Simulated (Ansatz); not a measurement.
# Sn (dhcp type): the cost of one run

Computed with Ansatz 0.2.0 (DFT PBE, with the methods named in each step, unless a step's input says otherwise).

1 further run of the same task is left out (it didn't finish).

**1. The structure to begin with**

It takes space group P6_3/mmc (No. 194, hexagonal). Conventional cell: a = 3.414 Å, b = 3.414 Å, c = 11.096 Å, α = 90.00°, β = 90.00°, γ = 120.00°. Sn (site symmetry -3m) is surrounded by 12 Sn at 3.40 to 3.41 Å. Sn (site symmetry -6m2) is surrounded by 12 Sn at 3.40 to 3.41 Å.

Structure file:

```
CELL_PARAMETERS angstrom
3.41404 0.00000 0.00000
-1.70702 2.95664 0.00000
0.00000 0.00000 11.09561
ATOMIC_POSITIONS crystal
Sn 0.00000 0.00000 0.00000
Sn 0.00000 0.00000 0.50000
Sn 0.33333 0.66667 0.25000
Sn 0.66667 0.33333 0.75000
```

Whether this phase is the stable one at these pressures isn't tested.

Atoms are numbered in the order of the input: Sn1, Sn2, Sn3, Sn4.

**2. Cell relaxed at zero pressure, PAW**

File input.yaml:

```yaml
crystal:
  lattice:
    - [3.4140353215, 0.0, 0.0]
    - [-1.7070176608, 2.9566413178, 0.0]
    - [0.0, 0.0, 11.0956147949]
  atoms:
    - { symbol: Sn, position: [0.0, 0.0, 0.0] }
    - { symbol: Sn, position: [0.0, 0.0, 0.5] }
    - { symbol: Sn, position: [0.3333333333, 0.6666666667, 0.25] }
    - { symbol: Sn, position: [0.6666666667, 0.3333333333, 0.75] }
kpoints:
  mp_grid: { grid: [12, 12, 3] }
scf:
  occupations: { method: fermi_dirac, width: 0.1 }
hamiltonian:
  xc: pbe
  pseudopotentials: { kind: paw }
output:
  forces: true
  stress: true
relax:
  f_tol: 0.005
  max_steps: 40
  cell: {}
```

Run with:

```console
> ansatz run input.yaml --threads 1 --pin off --max-ram 3072MiB --backend cpu --events-out ev --progress --plain --runs-dir out
```

What time and memory should one allow on 1 thread of Arm Neoverse V2, shared host?

About 14 s, with a peak of 0.41 GiB.
